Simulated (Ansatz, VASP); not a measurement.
## One calculation of Ge, two programs

```
CELL_PARAMETERS angstrom
0.00000 2.82891 2.82891
2.82891 0.00000 2.82891
2.82891 2.82891 0.00000
ATOMIC_POSITIONS crystal
Ge 0.75000 0.75000 0.75000
Ge 0.50000 0.50000 0.50000
```

Alike in both runs: task single point; functional PBE; k mesh 8 × 8 × 8; occupations gaussian, width 0.015 eV; no spin polarisation.

```csv
,VASP,Ansatz
version,VASP 6.6.1,Ansatz 0.2.0
potentials or method,"VASP PAW PBE potentials, release 64 (Ge_d)",Ansatz PAW
plane-wave cutoff (eV),520,420
valence electrons in the cell,28,28
```

```csv
,VASP,Ansatz,Ansatz less VASP
gap on the k mesh at the Fermi level (eV),0.03,0.03,-0.005
least direct gap on the mesh (eV),0.03,0.03,-0.005
pressure (GPa),3.5,3.6,+0.07
```

The functional is the same, so the differences come from potentials, cutoffs and numerics.

A k mesh can miss the band edges. PBE gaps usually lie below the measured ones, often by a third to a half.
